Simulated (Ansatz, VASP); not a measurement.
One calculation of Al, two programs

Contents of INCAR:

```
SYSTEM = Al
ALGO = Normal ; EDIFF = 1E-6
ENCUT = 520 ; GGA = PE
ISIF = 2 ; ISMEAR = -1
LASPH = .TRUE. ; LCHARG = .TRUE.
LELF = .TRUE. ; LREAL = .FALSE.
LVHAR = .TRUE. ; LWAVE = .FALSE.
NBANDS = 8 ; NELM = 80
PREC = Accurate ; SIGMA = 0.1
```

Contents of KPOINTS:

```
k-points
0
G
  13 13 13
  0 0 0
```

Contents of POSCAR:

```
Al
1.0
    2.6850528194      0.0000000000      0.0000000000
    0.0000000000      2.6850528194      0.0000000000
    0.0000000000      0.0000000000      2.6850528194
Al
1
Direct
    0.0000000000      0.0000000000      0.0000000000
```

Input for Ansatz:

```yaml
crystal:
  lattice:
    - [2.6850528194, 0.0, 0.0]
    - [0.0, 2.6850528194, 0.0]
    - [0.0, 0.0, 2.6850528194]
  atoms:
    - { symbol: Al, position: [0.0, 0.0, 0.0] }
hamiltonian:
  xc: pbe
  pseudopotentials:
    kind: paw
    azcp:
      Al: "pseudopotentials/Al.paw.azcp"
basis:
  ecutwfc: 420
  fft_grid_basis: typed
kpoints:
  mp_grid: { grid: [13, 13, 13], shift: [0, 0, 0] }
magnetization:
  spin_polarized: false
scf:
  occupations: { method: fermi_dirac, width: 0.1 }
  lower_state_search: "off"
output:
  stress: true
  write_density: true
  write_potential: true
  elf: true
  volumetric_format: npy
```

Alike in both runs: task single point; functional PBE; k mesh 13 × 13 × 13; occupations fermi-dirac, width 0.1 eV; no spin polarisation.

|  | VASP | Ansatz |
| --- | --- | --- |
| version | VASP 6.6.1 | Ansatz 0.2.0 |
| potentials or method | VASP PAW PBE potentials, release 64 (Al) | plane waves (420 eV) with PAW, scalar-relativistic |
| plane-wave cutoff (eV) | 520 | 420 |
| valence electrons in the cell | 3 | 3 |

```tsv
	VASP	Ansatz	Ansatz less VASP
pressure (GPa)	2.5	2.5	+0.02
```

The functional is the same, so the differences come from potentials, cutoffs and numerics.
